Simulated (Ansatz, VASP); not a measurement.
## Two plane-wave programs on Ba

```
Ba
1.0
     4.49027    0.00000    0.00000
    -2.24513    3.88869    0.00000
     0.00000    0.00000   14.66033
Ba
4
Direct
  0.00000 0.00000 0.00000
  0.00000 0.00000 0.50000
  0.33333 0.66667 0.25000
  0.66667 0.33333 0.75000
```

Alike in both runs: functional PBE; k mesh 8 × 8 × 2; occupations fermi-dirac, width 0.08 eV; no spin polarisation.

Ansatz relaxed the structure, and its values are those at the end. VASP's run is a single point on that final structure, the one shown.

|  | VASP | Ansatz |
| --- | --- | --- |
| version | VASP 6.6.1 | Ansatz 0.2.0 |
| potentials or method | VASP PAW PBE potentials, release 64 (Ba_sv) | PAW with Ansatz's default frozen-core files, scalar-relativistic |
| plane-wave cutoff (eV) | 520 | 420 |
| valence electrons in the cell | 40 | 40 |

```tsv
	VASP	Ansatz	Ansatz less VASP
pressure (GPa)	0.0	0.0	-0.05
```

With one functional, cell and mesh, what is left measures potentials, basis and numerics.

Spin-orbit coupling is left out, which matters for the levels of Ba.
